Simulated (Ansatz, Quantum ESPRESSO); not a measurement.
# Complex bands of BeS, zinc blende type, lattice constant set to 4.653 Å, part 3 of 4

Aim: how fast states decay in the gap of BeS, zinc blende type, lattice constant set to 4.653 Å.

Quantum ESPRESSO 7.5; plane-wave DFT, LDA, GBRV ultrasoft pseudopotentials; cross-check by Ansatz 0.2.0 with PAW datasets.

So far. Step 2 (Ground state): The run needed 8 iterations to bring the estimated error under 1e-09 Ry.

The structure was built from a prototype and need not be the compound's stable phase.

## 3. Complex band structure (continued)

Level of this step: complex band structure by pwcond; plane-wave DFT, LDA, GBRV ultrasoft pseudopotentials (Quantum ESPRESSO).

K across = (1/4, 0) in the cell's reciprocal vectors; values within 0.0025 1/Å of each other count once, columns are sorted by size at each energy, a dash where no further value was kept. Table of Im kz of the slowest decaying states by energy, zero at the highest filled level of the SCF mesh:

| energy (eV) | decay 1 (Å⁻¹) | decay 2 (Å⁻¹) | decay 3 (Å⁻¹) |
| --- | --- | --- | --- |
| -1.92 | 0.105 | 1.23 | 1.52 |
| -1.68 | 0.093 | 1.20 | 1.50 |
| -1.20 | 1.15 | 1.45 | 1.91 |
| -0.96 | 1.12 | 1.43 | 1.89 |
| -0.72 | 1.09 | 1.41 | 1.86 |
| -0.24 | 0.086 | 0.212 | 1.03 |
| 0.00 | 0.238 | 0.253 | 0.996 |
| 0.24 | 0.285 | 0.317 | 0.964 |
| 0.72 | 0.331 | 0.417 | 0.899 |
| 0.96 | 0.348 | 0.452 | 0.865 |
| 1.20 | 0.362 | 0.481 | 0.83 |
| 1.68 | 0.382 | 0.526 | 0.756 |
| 1.92 | 0.388 | 0.543 | 0.716 |
| 2.16 | 0.393 | 0.557 | 0.675 |
| 2.64 | 0.395 | 0.579 | 0.583 |
| 2.88 | 0.393 | 0.532 | 0.587 |
| 3.36 | 0.384 | 0.408 | 0.597 |
| 3.60 | 0.327 | 0.376 | 0.6 |
| 3.84 | 0.214 | 0.366 | 0.6 |
| 4.32 | 0.338 | 0.595 | 0.736 |
| 4.56 | 0.318 | 0.585 | 0.694 |
| 4.80 | 0.295 | 0.565 | 0.658 |
| 5.28 | 0.227 | 0.468 | 0.619 |
| 5.52 | 0.169 | 0.393 | 0.608 |
| 5.76 | 0.296 | 0.6 | 0.988 |
| 6.24 | 0.091 | 0.144 | 0.582 |
| 6.48 | 0.189 | 0.572 | 0.726 |
| 6.72 | 0.145 | 0.214 | 0.562 |
| 7.20 | 0.225 | 0.38 | 0.501 |
| 7.44 | 0.18 | 0.223 | 0.525 |

The program's own clock; routines nest. Time by routine:

| routine | wall time (s) | calls |
| --- | --- | --- |
| PWCOND | 77.22 | 1 |
| scatter_forw | 48.14 | 160 |
| compbs | 27.8 | 160 |
| compbs_2 | 26.36 | 160 |
| local | 0.65 | 4 |
| init | 0.61 | 1 |
| poten | 0.16 | 1 |

## 4. Complex band structure, with nz1 = 1

A sensitivity test on the input.

Input file cbs.w.in:

```
&inputcond
  outdir = './out'
  prefixl = 'scf'
  band_file = 'cbs.w'
  ikind = 0
  ewind = 4.0
  epsproj = 1e-05
  nz1 = 1
  energy0 = 7.44
  denergy = -0.24
/
4
  0.00000000 0.00000000 1.00000000
  0.50000000 0.00000000 1.00000000
  0.50000000 0.50000000 1.00000000
  0.25000000 0.00000000 1.00000000
40
```

Run with:

```console
OMP_NUM_THREADS=1 mpirun -n 2 pwcond.x -in cbs.w.in > cbs.w.out
```

The program printed:

```text
[banner, memory and clock lines left out]
Program PWCOND v.7.5 starts
[citation notice left out]

[...]
./out/scf.save/

     IMPORTANT: XC functional enforced from input :
     Exchange-correlation= PZ
                           (   1   1   0   0   0   0   0)
     Any further DFT definition will be discarded
     Please, verify this is what you really want

     Reading collected, re-writing distributed wavefunctions

===== INPUT FILE containing the left lead =====

     GEOMETRY:

     lattice parameter (alat)  =       6.2175  a.u.
     the volume                =     339.9114 (a.u.)^3
     the cross section         =      38.6575 (a.u.)^2
     l of the unit cell        =       1.4142 (alat)
     number of atoms/cell      =            4
     number of atomic types    =            2

     crystal axes: (cart. coord. in units of alat)
               a(1) = (  1.0000  0.0000  0.0000 )
               a(2) = (  0.0000  1.0000  0.0000 )
               a(3) = (  0.0000  0.0000  1.4142 )

   Cartesian axes

     site n.     atom                  positions (alat units)
          1        Be     tau(  1)=(  0.0000  0.0000  1.4142  )
          2        S      tau(  2)=(  0.5000  0.0000  0.3536  )
          3        Be     tau(  3)=(  0.5000  0.5000  0.7071  )
          4        S      tau(  4)=(  0.0000  0.5000  1.0607  )

     nr1s                      =           25
     nr2s                      =           25
     nr3s                      =           36
     nr1sx                     =           25
     nr2sx                     =           25
     nr3sx                     =           36
     nr1                       =           27
     nr2                       =           27
     nr3                       =           40
     nr1x                      =           27
     nr2x                      =           27
     nr3x                      =           40

 _______________________________
  Radii of nonlocal spheres:

     type       ibeta     ang. mom.          radius (alat units)
       Be         1         0                    0.2600
       Be         2         0                    0.2600
       Be         3         0                    0.2600
       Be         4         1                    0.2600
       Be         5         1                    0.2600
       Be         6         2                    0.2600
       S          1         0                    0.2425
       S          2         0                    0.2425
       S          3         1                    0.2425
       S          4         1                    0.2425
       S          5         2                    0.2425
       S          6         2                    0.2425
----- General information -----

----- Complex band structure calculation -----

     nrx                       =           25
     nry                       =           25
     nz1                       =            1

     energy0               =         7.4E+00
     denergy               =        -2.4E-01
     nenergy               =         40
     ecut2d                =         4.0E+01
     ewind                 =         4.0E+00
     epsproj               =         1.0E-05

     number of k_|| points=    4
                       cryst. coord.
        k(    1) = (   0.0000000   0.0000000), wk =   0.2500000
        k(    2) = (   0.5000000   0.0000000), wk =   0.2500000
        k(    3) = (   0.5000000   0.5000000), wk =   0.2500000
        k(    4) = (   0.2500000   0.0000000), wk =   0.2500000
----- Information about left lead -----

     nocros                   =           14
     noins                    =           50
     norb                     =           78
     norbf                    =           78
     nrz                      =           36

      iorb      type   ibeta   ang. mom.   m       position (alat)
        1        1       1        0        1   taunew(   1)=(  0.0000  0.0000  0.0000)
        2        1       2        0        1   taunew(   2)=(  0.0000  0.0000  0.0000)
[...]
78        1       6        2        5   taunew(  78)=(  0.0000  0.0000  1.4142)
    k slab    z(k)  z(k+1)     crossing(iorb=1,norb)
    1   0.0000 0.0393 0.0393   111111111111110000000000000000000000000000000000000000000000000000000000000000
    2   0.0393 0.0786 0.0393   111111111111110000000000000000000000000000000000000000000000000000000000000000
[...]
36   1.3749 1.4142 0.0393   000000000000000000000000000000000000000000000000000000000000000011111111111111
 ngper, shell number =          121          20
 ngper, n2d =          121         100
---  E-Ef =    7.4400000  k =    0.0000000   0.0000000
---  ie =          1  ik =          1
 Nchannels of the left tip =            4
 Right moving states:
   k1(2pi/a)   k2(2pi/a)   E-Ef (eV)
   0.1814545   0.0000000   7.4400000
   0.3504584   0.0000000   7.4400000
   0.3504950  -0.0000000   7.4400000
  -0.3952556   0.0000000   7.4400000
 Left moving states:
   k1(2pi/a)   k2(2pi/a)   E-Ef (eV)
  -0.1814552  -0.0000000   7.4400000
  -0.3504584  -0.0000000   7.4400000
  -0.3504954   0.0000000   7.4400000
   0.3952570  -0.0000000   7.4400000

---  E-Ef =    7.2000000  k =    0.0000000   0.0000000
---  ie =          2  ik =          1
 Nchannels of the left tip =            4
 Right moving states:
   k1(2pi/a)   k2(2pi/a)   E-Ef (eV)
   0.1414846   0.0000000   7.2000000
   0.3243616   0.0000000   7.2000000
   0.3243995  -0.0000000   7.2000000
  -0.4236280   0.0000000   7.2000000
 Left moving states:
   k1(2pi/a)   k2(2pi/a)   E-Ef (eV)
  -0.1414852  -0.0000000   7.2000000
  -0.3243616  -0.0000000   7.2000000
  -0.3243999  -0.0000000   7.2000000
   0.4236293  -0.0000000   7.2000000
[... further energies and points left out ...]
---  E-Ef =   -1.6800000  k =    0.2500000   0.0000000
---  ie =         39  ik =          4
 Nchannels of the left tip =            2
 Right moving states:
   k1(2pi/a)   k2(2pi/a)   E-Ef (eV)
   0.4849077  -0.0000000  -1.6800000
   0.4890525   0.0000000  -1.6800000
 Left moving states:
   k1(2pi/a)   k2(2pi/a)   E-Ef (eV)
  -0.4849071  -0.0000000  -1.6800000
  -0.4890536   0.0000000  -1.6800000

---  E-Ef =   -1.9200000  k =    0.2500000   0.0000000
---  ie =         40  ik =          4
 Nchannels of the left tip =            2
 Right moving states:
   k1(2pi/a)   k2(2pi/a)   E-Ef (eV)
   0.4171406   0.0000000  -1.9200000
   0.4495866  -0.0000000  -1.9200000
 Left moving states:
   k1(2pi/a)   k2(2pi/a)   E-Ef (eV)
  -0.4171416  -0.0000000  -1.9200000
  -0.4495859  -0.0000000  -1.9200000

[...]
```

Run time: 63 s. Hardware: 2 MPI ranks of Intel Xeon Platinum 8375C at 2.90GHz (Ice Lake), shared host; peak memory 0.13 GiB; 2.1 min of CPU time.

The changed values were drawn from a wide range, not chosen for quality; the comparison shows what they did here together.

Beside the run it was changed from:

| quantity | this run | unchanged run | difference |
| --- | --- | --- | --- |
| peak of the smallest κ at the zone centre (Å⁻¹) | 0.353 | 0.347 | 0.0060 |
| peak of the smallest κ at (1/2, 0) (Å⁻¹) | 0.405 | 0.402 | 0.0030 |
| wall time (s) | 63 | 78 |  |

The physical values in this table move by up to 1.7 %.

## 5. Complex band structure, with ewind, epsproj = [0.1, 0.1]

One more run, with a changed input.

Input file cbs.bad.in:

```
&inputcond
  outdir = './out'
  prefixl = 'scf'
  band_file = 'cbs.bad'
  ikind = 0
  ewind = 0.1
  epsproj = 0.1
  nz1 = 7
  energy0 = 7.44
  denergy = -0.24
/
4
  0.00000000 0.00000000 1.00000000
  0.50000000 0.00000000 1.00000000
  0.50000000 0.50000000 1.00000000
  0.25000000 0.00000000 1.00000000
40
```

Run with:

```console
OMP_NUM_THREADS=1 mpirun -n 2 pwcond.x -in cbs.bad.in > cbs.bad.out
```

The program printed:

```text
[banner, memory and clock lines left out]
Program PWCOND v.7.5 starts
[citation notice left out]

[...]
./out/scf.save/

     IMPORTANT: XC functional enforced from input :
     Exchange-correlation= PZ
                           (   1   1   0   0   0   0   0)
     Any further DFT definition will be discarded
     Please, verify this is what you really want

     Reading collected, re-writing distributed wavefunctions

===== INPUT FILE containing the left lead =====

     GEOMETRY:

     lattice parameter (alat)  =       6.2175  a.u.
     the volume                =     339.9114 (a.u.)^3
     the cross section         =      38.6575 (a.u.)^2
     l of the unit cell        =       1.4142 (alat)
     number of atoms/cell      =            4
     number of atomic types    =            2

     crystal axes: (cart. coord. in units of alat)
               a(1) = (  1.0000  0.0000  0.0000 )
               a(2) = (  0.0000  1.0000  0.0000 )
               a(3) = (  0.0000  0.0000  1.4142 )

   Cartesian axes

     site n.     atom                  positions (alat units)
          1        Be     tau(  1)=(  0.0000  0.0000  1.4142  )
          2        S      tau(  2)=(  0.5000  0.0000  0.3536  )
          3        Be     tau(  3)=(  0.5000  0.5000  0.7071  )
          4        S      tau(  4)=(  0.0000  0.5000  1.0607  )

     nr1s                      =           25
     nr2s                      =           25
     nr3s                      =           36
     nr1sx                     =           25
     nr2sx                     =           25
     nr3sx                     =           36
     nr1                       =           27
     nr2                       =           27
     nr3                       =           40
     nr1x                      =           27
     nr2x                      =           27
     nr3x                      =           40

 _______________________________
  Radii of nonlocal spheres:

     type       ibeta     ang. mom.          radius (alat units)
       Be         1         0                    0.2600
       Be         2         0                    0.2600
       Be         3         0                    0.2600
       Be         4         1                    0.2600
       Be         5         1                    0.2600
       Be         6         2                    0.2600
       S          1         0                    0.2425
       S          2         0                    0.2425
       S          3         1                    0.2425
       S          4         1                    0.2425
       S          5         2                    0.2425
       S          6         2                    0.2425
----- General information -----

----- Complex band structure calculation -----

     nrx                       =           25
     nry                       =           25
     nz1                       =            7

     energy0               =         7.4E+00
     denergy               =        -2.4E-01
     nenergy               =         40
     ecut2d                =         4.0E+01
     ewind                 =         1.0E-01
     epsproj               =         1.0E-01

     number of k_|| points=    4
                       cryst. coord.
        k(    1) = (   0.0000000   0.0000000), wk =   0.2500000
        k(    2) = (   0.5000000   0.0000000), wk =   0.2500000
        k(    3) = (   0.5000000   0.5000000), wk =   0.2500000
        k(    4) = (   0.2500000   0.0000000), wk =   0.2500000
----- Information about left lead -----

     nocros                   =           14
     noins                    =           50
     norb                     =           78
     norbf                    =           78
     nrz                      =           36

      iorb      type   ibeta   ang. mom.   m       position (alat)
        1        1       1        0        1   taunew(   1)=(  0.0000  0.0000  0.0000)
        2        1       2        0        1   taunew(   2)=(  0.0000  0.0000  0.0000)
[...]
78        1       6        2        5   taunew(  78)=(  0.0000  0.0000  1.4142)
    k slab    z(k)  z(k+1)     crossing(iorb=1,norb)
    1   0.0000 0.0393 0.0393   111111111111110000000000000000000000000000000000000000000000000000000000000000
    2   0.0393 0.0786 0.0393   111111111111110000000000000000000000000000000000000000000000000000000000000000
[...]
36   1.3749 1.4142 0.0393   000000000000000000000000000000000000000000000000000000000000000011111111111111
 ngper, shell number =          121          20
 ngper, n2d =          121          18
---  E-Ef =    7.4400000  k =    0.0000000   0.0000000
---  ie =          1  ik =          1
 Nchannels of the left tip =            3
 Right moving states:
   k1(2pi/a)   k2(2pi/a)   E-Ef (eV)
   0.2595362   0.0000000   7.4400000
   0.3119022  -0.0000000   7.4400000
  -0.4404388  -0.0000000   7.4400000
 Left moving states:
   k1(2pi/a)   k2(2pi/a)   E-Ef (eV)
  -0.2595257  -0.0000000   7.4400000
  -0.3119041   0.0000000   7.4400000
   0.4404397   0.0000000   7.4400000

---  E-Ef =    7.2000000  k =    0.0000000   0.0000000
---  ie =          2  ik =          1
 Nchannels of the left tip =            3
 Right moving states:
   k1(2pi/a)   k2(2pi/a)   E-Ef (eV)
   0.2307060   0.0000000   7.2000000
   0.2855060  -0.0000000   7.2000000
  -0.4674122  -0.0000000   7.2000000
 Left moving states:
   k1(2pi/a)   k2(2pi/a)   E-Ef (eV)
  -0.2306956  -0.0000000   7.2000000
  -0.2855078   0.0000000   7.2000000
   0.4674134   0.0000000   7.2000000
[... further energies and points left out ...]
---  E-Ef =   -1.6800000  k =    0.2500000   0.0000000
---  ie =         39  ik =          4
 Nchannels of the left tip =            2
 Right moving states:
   k1(2pi/a)   k2(2pi/a)   E-Ef (eV)
   0.3912436  -0.0000000  -1.6800000
   0.4323530  -0.0000000  -1.6800000
 Left moving states:
   k1(2pi/a)   k2(2pi/a)   E-Ef (eV)
  -0.3912375   0.0000000  -1.6800000
  -0.4323539  -0.0000000  -1.6800000

---  E-Ef =   -1.9200000  k =    0.2500000   0.0000000
---  ie =         40  ik =          4
 Nchannels of the left tip =            3
 Right moving states:
   k1(2pi/a)   k2(2pi/a)   E-Ef (eV)
  -0.0521477   0.0000000  -1.9200000
   0.2978148  -0.0000000  -1.9200000
   0.3984996  -0.0000000  -1.9200000
 Left moving states:
   k1(2pi/a)   k2(2pi/a)   E-Ef (eV)
   0.0521561   0.0000000  -1.9200000
  -0.2978088   0.0000000  -1.9200000
  -0.3985015  -0.0000000  -1.9200000

[...]
```

Wall time 13 s (2 MPI ranks); peak memory 0.11 GiB; 25 s of CPU time.

The run finished, but its numbers are not taken as the system's. The fault: a window of plane waves far too small, with a loose projection threshold.

Beside the run it was changed from:

| quantity | this run | unchanged run | difference |
| --- | --- | --- | --- |
| peak of the smallest κ at (1/2, 0) (Å⁻¹) | 0.42 | 0.402 | 0.018 |
| wall time (s) | 13 | 78 |  |

At one or more of the first three k points this run gives no bounded stop band to compare.

The physical values in this table move by up to 4.5 %.

(Part 3 of 4 ends here.)

[Logs are printed without paths, hosts, clocks, repeated set-up lines and the standing remarks that a program may print on its own settings, such as how far it seeks lower states.]

[Hosts, paths, dates, database ids (printed as entryN), source tags and the programs' standing remarks are cut or masked in the printed files.]

[Maps of the electrostatic potential energy from Ansatz leave out the sawtooth potential of an applied field or a dipole correction, so their vacuum need not be flat; planar profiles and work functions include it.]
